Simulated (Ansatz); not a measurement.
**C (Fmmm), one atom moved along a line**

The calculation used Ansatz 0.2.0, DFT r2SCAN, scalar-relativistic, plane waves, PAW. Settings: plane waves to 500 eV, k-mesh 8×8×8 (Γ-centred), Gaussian smearing 0.05 eV. No spin polarisation. Energies are free energies at this smearing, counted from the undisturbed cell; pressure is positive in compression.

Reference structure (relaxed at this level; this form isn't the usual structure):

```
CELL_PARAMETERS angstrom
0.00000 -4.25351 0.00000
-2.45584 -2.12676 -3.56176
2.45584 -2.12676 -3.56176
ATOMIC_POSITIONS crystal
C 0.83330 0.50000 0.50000
C 0.83330 0.00000 0.00000
C 0.33330 0.75000 0.25000
C 0.33330 0.25000 0.75000
C 0.16670 0.50000 0.50000
C 0.16670 0.00000 0.00000
C 0.66670 0.75000 0.25000
C 0.66670 0.25000 0.75000
```

The cell holds layers and no dispersion correction was added, so their binding is poorly described.

Atom 1 (C) is moved by x along the Cartesian unit vector (0.707, 0.707, 0.000); the cell and all other atoms stay fixed.

```tsv
x (Å)	ΔE (meV/cell)	force along x on the moved atoms (eV/Å)	pressure (GPa)	gap on the mesh (eV)
-0.1000	299.5	5.85	1.1	0.19
-0.0750	170.6	4.46	0.6	0.13
-0.0500	76.8	3.03	0.3	0.10
-0.0250	19.5	?	?	0.08
0.0000	0.0	0.01	0.0	0.02
0.0250	19.8	-1.61	?	?
0.0500	81.4	-3.33	0.3	0.06
0.0750	187.3	-5.16	0.7	0.10
0.0875	?	-6.11	1.0	?
0.1000	340.2	-7.09	1.3	0.14
```

Question: Give the withheld values.

Answer: force along x on the moved atoms (eV/Å) at x (Å) = -0.0250: 1.54; pressure (GPa) at x (Å) = -0.0250: 0.1; pressure (GPa) at x (Å) = 0.0250: 0.1; gap on the mesh (eV) at x (Å) = 0.0250: 0.04; ΔE (meV/cell) at x (Å) = 0.0875: 257.7; gap on the mesh (eV) at x (Å) = 0.0875: 0.12.

Cost: 10 runs of about 6.9 core-minutes in all, on Intel Xeon Processor @ 2.70GHz (shared hosts).